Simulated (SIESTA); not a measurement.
BN in SIESTA: the effect of basis

Crystal: BN.

```
N B
1.0
     0.00000    1.81300    1.81300
     1.81300    0.00000    1.81300
     1.81300    1.81300    0.00000
N B
1 1
Direct
  0.25000 0.25000 0.25000
  0.00000 0.00000 0.00000
```

The cell is a database's computed one.

Alike in all runs:

| Property | Result |
| --- | --- |
| Program | SIESTA 5.4.2 |
| Task | band structure |
| Functional | PBE |
| Potentials or basis | PseudoDojo 0.4 standard (PBE files) |
| Grid cutoff | 800 Ry |
| Energy shift | 0.003 Ry |
| k mesh | 13 × 13 × 13 |
| Occupations | fermi-dirac, width 0.05 eV |
| Spin | no spin polarisation |

| basis | gap on the mesh (eV) | pressure (GPa) |
| --- | --- | --- |
| SZ | 6.85 | 20.2 |
| SZP | ? | ? |
| DZ | 4.87 | 7.7 |
| DZP | 4.64 | 2.6 |
| DZDP | 4.74 | 3.9 |
| TZP | 4.64 | 1.9 |
| TZDP | 4.73 | 3.6 |

Q: What does the run with basis SZP give?

A: gap on the mesh 4.82 eV; pressure 11.5 GPa.

Caveats: the basis of atomic orbitals isn't converged, which shifts pressures, moduli and gaps; the basis has no polarisation orbitals (some runs); the mesh misses the band edges, which the band path finds closer together (some runs).
